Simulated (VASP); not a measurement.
Crystal: Fe.

```xyz
1
Lattice="-1.4430 1.4430 1.4430 1.4430 -1.4430 1.4430 1.4430 1.4430 -1.4430" Properties=species:S:1:pos:R:3 pbc="T T T"
Fe    0.0000    0.0000    0.0000
```

Base run:

```yaml
Program: VASP 6.6.1
Functional: PBE
Potentials_or_basis: VASP PAW PBE potentials, release 64 (Fe)
Cutoff: 520 eV
k_mesh: 13 × 13 × 13
Occupations: fermi-dirac, width 0.05 eV
Spin: collinear spin, ferromagnetic start
Starting_moments: "[3.0] μB"
```

Its results: band gap on the k mesh none (metal or under the smearing width); pressure -9.1 GPa; net moment 2.28 μB per cell; site moments Fe +2.29 μB.

Q: The run is repeated on the same cell with these changes: functional from PBE to PBEsol. What comes out?

A: Band gap on the k mesh none (metal or under the smearing width); pressure -17.4 GPa; net moment 2.29 μB per cell; site moments Fe +2.29 μB.

PBEsol binds more tightly than PBE, so the same cell stands under less pressure.

Caveats: so large a pressure means that the cell lies far from this level's equilibrium, or that cutoff or potentials fall short (some runs); the potentials were made for another functional, which shifts forces and pressure (some runs).

Not every run made on this cell is shown here.
